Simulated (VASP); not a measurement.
# BaF2 (Frankdicksonite) (Fm-3m) in VASP: a series of runs, part 2 of 3

VASP 6.6.1.

### Step 3. Dielectric tensor, LDA

File INCAR:

```
SYSTEM = BaF2
  PREC = Accurate
  ENCUT = 600
  EDIFF = 1E-8
  ISMEAR = 0
  SIGMA = 0.03
  LREAL = .FALSE.
  LASPH = .TRUE.
  NELM = 80
  ALGO = Normal
  ISIF = 2
  LWAVE = .FALSE.
  LCHARG = .FALSE.
  GGA = CA
  LEPSILON = .TRUE.
  KPAR = 2
```

File KPOINTS:

```
regular mesh
0
Monkhorst
  12 12 12
  0 0 0
```

File POSCAR:

```
BaF2                                    
1.0
   -0.0000000000      3.0434397382      3.0434397382
    3.0434397382     -0.0000000000      3.0434397382
    3.0434397382      3.0434397382      0.0000000000
  Ba              F             
     1     2
Direct
     0.0000000000000000    0.0000000000000000    1.0000000000000000
     0.2500000000000000    0.2500000000000000    0.2500000000000000
     0.7500000000000000    0.7500000000000000    0.7500000000000000
```

Potentials or basis: VASP PAW LDA potentials, release 64 (Ba_sv, F).

Started as:

```
$ cat potpaw_LDA.64/Ba_sv/POTCAR potpaw_LDA.64/F/POTCAR > POTCAR
$ mpirun -np 2 vasp_std > vasp.out
```

OUTCAR:

```text
SYSTEM = BaF2
   PREC = Accurate
   ENCUT = 600
   EDIFF = 1E-8
   ISMEAR = 0
   LREAL = .FALSE.
   LASPH = .TRUE.
   NELM = 80
   ISIF = 2
   GGA = CA
   LEPSILON = .TRUE.

 ion  position               nearest neighbor table
   1  0.000  0.000  0.000-   3 2.64   3 2.64   3 2.64   2 2.64   3 2.64   2 2.64   2 2.64   2 2.64

   2  0.250  0.250  0.250-   1 2.64   1 2.64   1 2.64   1 2.64
   3  0.750  0.750  0.750-   1 2.64   1 2.64   1 2.64   1 2.64

  LATTYP: Found a face centered cubic cell.
 ALAT       =     6.0868794764

  Lattice vectors:

 A1 = (   0.0000000000,   3.0434397382,   3.0434397382)
 A2 = (   3.0434397382,   0.0000000000,   3.0434397382)
 A3 = (   3.0434397382,   3.0434397382,   0.0000000000)

Analysis of symmetry for initial positions (statically):
=====================================================================
 Subroutine PRICEL returns:
 Original cell was already a primitive cell.

 Routine SETGRP: Setting up the symmetry group for a
 face centered cubic supercell.

 Subroutine GETGRP returns: Found 48 space group operations
 (whereof 48 operations were pure point group operations)
 out of a pool of 48 trial point group operations.

The static configuration has the point symmetry O_h .

Analysis of symmetry for dynamics (positions and initial velocities):
=====================================================================
 Subroutine PRICEL returns:
 Original cell was already a primitive cell.

 Routine SETGRP: Setting up the symmetry group for a
 face centered cubic supercell.

 Subroutine GETGRP returns: Found 48 space group operations
 (whereof 48 operations were pure point group operations)
 out of a pool of 48 trial point group operations.

The dynamic configuration has the point symmetry O_h .

 Subroutine INISYM returns: Found 48 space group operations
 (whereof 48 operations are pure point group operations),
 and found     1 'primitive' translations

----------------------------------------------------------------------------------------

                                     Primitive cell

  volume of cell :      56.3799

  direct lattice vectors                    reciprocal lattice vectors
     0.000000000  3.043439738  3.043439738    -0.164287794  0.164287794  0.164287794
     3.043439738  0.000000000  3.043439738     0.164287794 -0.164287794  0.164287794
     3.043439738  3.043439738  0.000000000     0.164287794  0.164287794 -0.164287794

  length of vectors
     4.304073754  4.304073754  4.304073754     0.284554806  0.284554806  0.284554806

  position of ions in fractional coordinates (direct lattice)
     0.000000000  0.000000000  0.000000000
     0.250000000  0.250000000  0.250000000
[... 570 lines left out ...]
      4      -9.9797      2.00000
      5      -9.9797      2.00000
      6      -9.7444      2.00000
[... 8 lines left out ...]
     15       7.4340      0.00000
     16       8.7577      0.00000

 [... further k-points ...]

  FORCE on cell =-STRESS in cart. coord.  units (eV):
  Direction    XX          YY          ZZ          XY          YZ          ZX
  --------------------------------------------------------------------------------------
  -------------------------------------------------------------------------------------
  Total        0.0013142      0.0013142      0.0013142      0.0000000      0.0000000      0.0000000
  in kB        0.0373452      0.0373452      0.0373452      0.0000000      0.0000000      0.0000000
  external PRESSURE =       0.0373452 kB  Pullay stress =       0.0000000 kB

 VOLUME and BASIS-vectors are now :
 -----------------------------------------------------------------------------
  energy-cutoff  :      600.00
  volume of cell :       56.38
      direct lattice vectors                 reciprocal lattice vectors
     0.000000000  3.043439738  3.043439738    -0.164287794  0.164287794  0.164287794
     3.043439738  0.000000000  3.043439738     0.164287794 -0.164287794  0.164287794
     3.043439738  3.043439738  0.000000000     0.164287794  0.164287794 -0.164287794

 POSITION                                       TOTAL-FORCE (eV/Angst)
 -----------------------------------------------------------------------------------
      0.00000      0.00000      0.00000         0.000000     -0.000000      0.000000
      1.52172      1.52172      1.52172         0.000000      0.000000     -0.000000
      4.56516      4.56516      4.56516        -0.000000      0.000000      0.000000
 -----------------------------------------------------------------------------------
    total drift:                                0.000000      0.000000      0.000000

  FREE ENERGIE OF THE ION-ELECTRON SYSTEM (eV)
  ---------------------------------------------------
  free  energy   TOTEN  =       -18.6298037374 eV

  energy  without entropy=      -18.6298037374  energy(sigma->0) =      -18.62980374

 HEAD OF MICROSCOPIC STATIC DIELECTRIC TENSOR (INDEPENDENT PARTICLE, excluding Hartree and local field effects)
 ------------------------------------------------------
           2.638299     0.000000    -0.000000
          -0.000000     2.638299     0.000000
          -0.000000     0.000000     2.638299
 ------------------------------------------------------

 Free energy of the ion-electron system (eV)
  ---------------------------------------------------
  ---------------------------------------------------
  free energy    TOTEN  =        -0.23956737 eV

  energy without entropy =       -0.23956737

------------------------ aborting loop because EDIFF is reached ----------------------------------------

--------------------------------------- Ionic step        2  -------------------------------------------

------------------------ aborting loop because EDIFF is reached ----------------------------------------

--------------------------------------- Ionic step        3  -------------------------------------------

 Free energy of the ion-electron system (eV)
  ---------------------------------------------------
  ---------------------------------------------------
  free energy    TOTEN  =        -0.23956738 eV

  energy without entropy =       -0.23956738

------------------------ aborting loop because EDIFF is reached ----------------------------------------

 PIEZOELECTRIC TENSOR FIELD DIRECTION 3  (e Angst)
 -----------------------------------------------------------------------------
     0.00016  0.00000 -0.00000           (  0.00000  0.00000  0.00000)
     0.00000  0.00016  0.00000           (  0.00000  0.00000  0.00000)
     0.00000 -0.00000 -0.00003           (  0.00000  0.00000 -0.00000)

 PIEZOELECTRIC TENSOR FIELD DIRECTION 3  (C/m^2)
 -----------------------------------------------------------------------------
     0.00004  0.00000 -0.00000
     0.00000  0.00004  0.00000
     0.00000 -0.00000 -0.00001

 MACROSCOPIC STATIC DIELECTRIC TENSOR (including local field effects in DFT)
 ------------------------------------------------------
           2.443354     0.000000     0.000000
           0.000000     2.443354     0.000000
           0.000000     0.000000     2.443354
 ------------------------------------------------------

 PIEZOELECTRIC TENSOR (including local field effects)  for field in x, y, z        (e  Angst)
          XX          YY          ZZ          XY          YZ          ZX
  --------------------------------------------------------------------------------
  x     0.00000     0.00000     0.00000     0.00000     0.00000     0.00000
  y     0.00000     0.00000     0.00000     0.00000     0.00000     0.00000
  z     0.00000     0.00000     0.00000     0.00000     0.00000     0.00000

 PIEZOELECTRIC TENSOR (including local field effects)  for field in x, y, z        (C/m^2)
          XX          YY          ZZ          XY          YZ          ZX
  --------------------------------------------------------------------------------
  x     0.00000     0.00000     0.00000     0.00000     0.00000     0.00000
  y     0.00000     0.00000     0.00000     0.00000     0.00000     0.00000
  z     0.00000     0.00000     0.00000     0.00000     0.00000     0.00000

 BORN EFFECTIVE CHARGES (including local field effects) (in |e|, cummulative output)
 ---------------------------------------------------------------------------------
 ion    1
    1     2.60261     0.00000     0.00000
    2     0.00000     2.60261     0.00000
    3     0.00000     0.00000     2.60261
 ion    2
    1    -1.30131     0.00000     0.00000
    2     0.00000    -1.30131     0.00000
    3     0.00000     0.00000    -1.30131
 ion    3
    1    -1.30131     0.00000     0.00000
    2     0.00000    -1.30131     0.00000
    3     0.00000     0.00000    -1.30131
```

OSZICAR:

```text
N       E                     dE             d eps       ncg     rms          rms(c)
DAV:   1     0.167118573382E+03    0.16712E+03   -0.14583E+04  5824   0.159E+03
DAV:   2    -0.137064756165E+02   -0.18083E+03   -0.17657E+03  7496   0.309E+02
DAV:   3    -0.202060678115E+02   -0.64996E+01   -0.64917E+01  7768   0.673E+01
[... 11 lines left out ...]
RMM:   7    -0.239574884330E+00   -0.85536E-04   -0.92854E-06 31479   0.165E-02    0.175E-03
RMM:   8    -0.239563657476E+00    0.11227E-04   -0.34186E-06 33981   0.518E-03    0.742E-04
RMM:   9    -0.239566743569E+00   -0.30861E-05   -0.23047E-06 33178   0.196E-03    0.198E-04
RMM:  10    -0.239566336932E+00    0.40664E-06   -0.89389E-07 35916   0.627E-04    0.120E-04
RMM:  11    -0.239566999956E+00   -0.66302E-06   -0.42954E-07 31500   0.235E-04    0.353E-05
RMM:  12    -0.239567147475E+00   -0.14752E-06   -0.72499E-08 22175   0.782E-05    0.252E-05
RMM:  13    -0.239567379796E+00   -0.23232E-06    0.35332E-10 15467   0.638E-05    0.284E-06
```

Run time: 19 min. Hardware: 2 MPI ranks of Intel Xeon Platinum 8488C (Sapphire Rapids), shared host; peak memory 1.2 GiB.

Results:

```
Electronic dielectric tensor (diagonal) : 2.44
Born charges (mean of the diagonal)     : Ba +2.60; F -1.30 e
```

Electronic dielectric tensor:
```
2.44 0.00 0.00
0.00 2.44 0.00
0.00 0.00 2.44
```

Born effective charge tensors (e):
atom 1, Ba
```
2.60 0.00 0.00
0.00 2.60 0.00
0.00 0.00 2.60
```
atom 2, F
```
-1.30  0.00  0.00
 0.00 -1.30  0.00
 0.00  0.00 -1.30
```
atom 3, F
```
-1.30  0.00  0.00
 0.00 -1.30  0.00
 0.00  0.00 -1.30
```

The run has no spin-orbit coupling, so splittings on Ba are missing.

### Step 4. Phonons, PBE

This run uses another cell than the first one, of 20.65 Å³/atom, 1.099 times its volume.

File POSCAR:

```
BaF2
1.0
    0.0000000000      3.1406202251      3.1406202251
    3.1406202251      0.0000000000      3.1406202251
    3.1406202251      3.1406202251      0.0000000000
  Ba              F
     1     2
Direct
     0.0000000000000000    0.0000000000000000    0.0000000000000000
     0.2500000000000000    0.2500000000000000    0.2500000000000000
     0.7500000000000000    0.7500000000000000    0.7500000000000000
```

File INCAR.step1:

```
PREC = Accurate
ENCUT = 600
EDIFF = 1E-8
ISMEAR = 0
SIGMA = 0.03
LREAL = F
LASPH = T
NELM = 80
ALGO = Fast
ISIF = 3
LWAVE = F
LCHARG = F
GGA = PE
KPAR = 2
IBRION = 2
NSW = 40
EDIFFG = -0.002
```

File INCAR.step2:

```
PREC = Accurate
ENCUT = 600
EDIFF = 1E-8
ISMEAR = 0
SIGMA = 0.03
LREAL = F
LASPH = T
NELM = 80
ALGO = Fast
ISIF = 2
LWAVE = F
LCHARG = F
GGA = PE
KPAR = 2
IBRION = 6
NFREE = 2
POTIM = 0.015
NSW = 1
```

File KPOINTS:

```
regular mesh
0
Gamma
  8 8 8
```

Potentials or basis: VASP PAW PBE potentials, release 64 (Ba_sv, F).

Started as:

```
$ cat potpaw_PBE.64/Ba_sv/POTCAR potpaw_PBE.64/F/POTCAR > POTCAR
$ cp INCAR.step1 INCAR
$ mpirun -np 2 vasp_std > vasp.out
$ cp CONTCAR POSCAR
$ cp INCAR.step2 INCAR
$ mpirun -np 2 vasp_std > vasp.out
```

OUTCAR:

```text
PREC = Accurate
   ENCUT = 600
   EDIFF = 1E-8
   ISMEAR = 0
   LREAL = F
   LASPH = T
   NELM = 80
   ISIF = 2
   GGA = PE
   IBRION = 6
   NFREE = 2
   POTIM = 0.015
   NSW = 1

 ion  position               nearest neighbor table
   1  0.000  0.000  0.000-   3 2.72   3 2.72   3 2.72   2 2.72   3 2.72   2 2.72   2 2.72   2 2.72

   2  0.250  0.250  0.250-   1 2.72   1 2.72   1 2.72   1 2.72
   3  0.750  0.750  0.750-   1 2.72   1 2.72   1 2.72   1 2.72

  LATTYP: Found a face centered cubic cell.
 ALAT       =     6.2795509122

  Lattice vectors:

 A1 = (   0.0000000000,   3.1397754561,   3.1397754561)
 A2 = (   3.1397754561,   0.0000000000,   3.1397754561)
 A3 = (   3.1397754561,   3.1397754561,   0.0000000000)

Analysis of symmetry for initial positions (statically):
=====================================================================
 Subroutine PRICEL returns:
 Original cell was already a primitive cell.

 Routine SETGRP: Setting up the symmetry group for a
 face centered cubic supercell.

 Subroutine GETGRP returns: Found 48 space group operations
 (whereof 48 operations were pure point group operations)
 out of a pool of 48 trial point group operations.

The static configuration has the point symmetry O_h .

Analysis of symmetry for dynamics (positions and initial velocities):
=====================================================================
 Subroutine PRICEL returns:
 Original cell was already a primitive cell.

 Routine SETGRP: Setting up the symmetry group for a
 face centered cubic supercell.

 Subroutine GETGRP returns: Found 48 space group operations
 (whereof 48 operations were pure point group operations)
[... 316 lines left out ...]
 val. band max:       -2.2235328823   @ k =   0.0000  -0.2500   0.2500
 cond. band min:       4.3749273842   @ k =   0.0000   0.0000   0.0000
 fundamental gap:      6.5984602665
 Fermi energy:        -2.0964970557

 k-point     1 :       0.0000    0.0000    0.0000
  band No.  band energies     occupation
      1     -25.4285      2.00000
      2     -21.0981      2.00000
      3     -21.0940      2.00000
      4     -10.3158      2.00000
      5     -10.3148      2.00000
      6     -10.3141      2.00000
[... 433 lines left out ...]
      3     -21.2368      2.00000
      4     -10.5564      2.00000
      5     -10.4363      2.00000
      6     -10.4311      2.00000
[... 8 lines left out ...]
     15       7.0995      0.00000
     16       7.8022      0.00000

 [... further k-points ...]

------------------------ aborting loop because EDIFF is reached ----------------------------------------

  FORCE on cell =-STRESS in cart. coord.  units (eV):
  Direction    XX          YY          ZZ          XY          YZ          ZX
  --------------------------------------------------------------------------------------
  -------------------------------------------------------------------------------------
  Total        0.0051607      0.0051741      0.0051741      0.0000000      0.0358685      0.0000000
  in kB        0.1335649      0.1339126      0.1339126      0.0000000      0.9283220      0.0000000
  external PRESSURE =       0.1337967 kB  Pullay stress =       0.0000000 kB
[... 18 lines left out ...]
  FREE ENERGIE OF THE ION-ELECTRON SYSTEM (eV)
  ---------------------------------------------------
  free  energy   TOTEN  =       -17.1325218529 eV

  energy  without entropy=      -17.1325218529  energy(sigma->0) =      -17.13252185

 INTERNAL STRAIN TENSORS FROM DISPLACED ATOMS
 ============================================

 INTERNAL STRAIN TENSOR FOR ION    1 for displacements in x,y,z  (eV/Angst):
          X           Y           Z          XY          YZ          ZX
  --------------------------------------------------------------------------------
  x     0.00000     0.00000     0.00000     0.00000     0.00000     0.00000
  y     0.00000     0.00000     0.00000     0.00000     0.00000     0.00000
  z     0.00000     0.00000     0.00000     0.00000     0.00000     0.00000

 INTERNAL STRAIN TENSOR FOR ION    3 for displacements in x,y,z  (eV/Angst):
          X           Y           Z          XY          YZ          ZX
  --------------------------------------------------------------------------------
  x    -0.00000    -0.00000    -0.00000     0.00000     2.39209     0.00000
  y    -0.00000    -0.00000    -0.00000     0.00000     0.00000     2.39209
  z    -0.00000    -0.00000    -0.00000     2.39209     0.00000     0.00000

 Eigenvectors and eigenvalues of the dynamical matrix
 ----------------------------------------------------

   1 f  =    7.115461 THz    44.707759 2PiTHz  237.346227 cm-1    29.427168 meV
             X         Y         Z           dx          dy          dz
      0.000000  0.000000  0.000000    -0.000000    0.000000    0.000000
      1.569888  1.569888  1.569888    -0.684042   -0.179126    0.000000
      4.709663  4.709663  4.709663     0.684042    0.179126    0.000000
[... 43 lines left out ...]
   9 f/i=    0.014776 THz     0.092843 2PiTHz    0.492888 cm-1     0.061110 meV
             X         Y         Z           dx          dy          dz
      0.000000  0.000000  0.000000     0.472593    0.749779   -0.011669
      1.569888  1.569888  1.569888     0.174551    0.276928   -0.004310
      4.709663  4.709663  4.709663     0.174551    0.276928   -0.004310

 ELASTIC MODULI CONTR FROM IONIC RELAXATION (kBar)
 Direction    XX          YY          ZZ          XY          YZ          ZX
 --------------------------------------------------------------------------------
 XX          -0.0000     -0.0000     -0.0000      0.0000      0.0000      0.0000
 YY          -0.0000     -0.0000     -0.0000      0.0000      0.0000      0.0000
 ZZ          -0.0000     -0.0000     -0.0000      0.0000      0.0000      0.0000
 XY           0.0000      0.0000      0.0000    -75.2585     -0.0000      0.0000
 YZ           0.0000      0.0000      0.0000     -0.0000    -75.2585     -0.0000
 ZX           0.0000      0.0000      0.0000      0.0000     -0.0000    -75.2585
 --------------------------------------------------------------------------------
```

Wall time 4.1 min (2 MPI ranks of Intel Xeon Platinum 8488C (Sapphire Rapids), shared host); peak memory 0.34 GiB.

What came out:

```
Relaxed volume                                          : 20.64 Å³/atom
Relaxed cell                                            : a = 4.440 Å, b = 4.440 Å, c = 4.440 Å, α = 60.00°, β = 60.00°, γ = 60.00°
Space group after relaxing (to 0.05 Å)                  : Fm-3m (No. 225)
Highest phonon frequency at Γ, LO-TO splitting left out : 237 cm⁻¹
```

Final structure:
```cif
data_structure
_symmetry_space_group_name_H-M 'P 1'
_symmetry_Int_Tables_number 1
_cell_length_a 4.4403
_cell_length_b 4.4403
_cell_length_c 4.4403
_cell_angle_alpha 60.000
_cell_angle_beta 60.000
_cell_angle_gamma 60.000
_cell_volume 61.91
loop_
_atom_site_label
_atom_site_type_symbol
_atom_site_fract_x
_atom_site_fract_y
_atom_site_fract_z
_atom_site_occupancy
Ba1 Ba 0.00000 0.00000 0.00000 1
F1 F 0.25000 0.25000 0.25000 1
F2 F 0.75000 0.75000 0.75000 1
```

Phonon frequencies in cm⁻¹ (negative: imaginary):
| q point | frequencies |
| --- | --- |
| (0.000, 0.000, 0.000) | 0 0 0 171 171 171 237 237 237 |

Spin-orbit coupling is left out, which matters for the levels of Ba.

(Continued in part 3 of 3.)
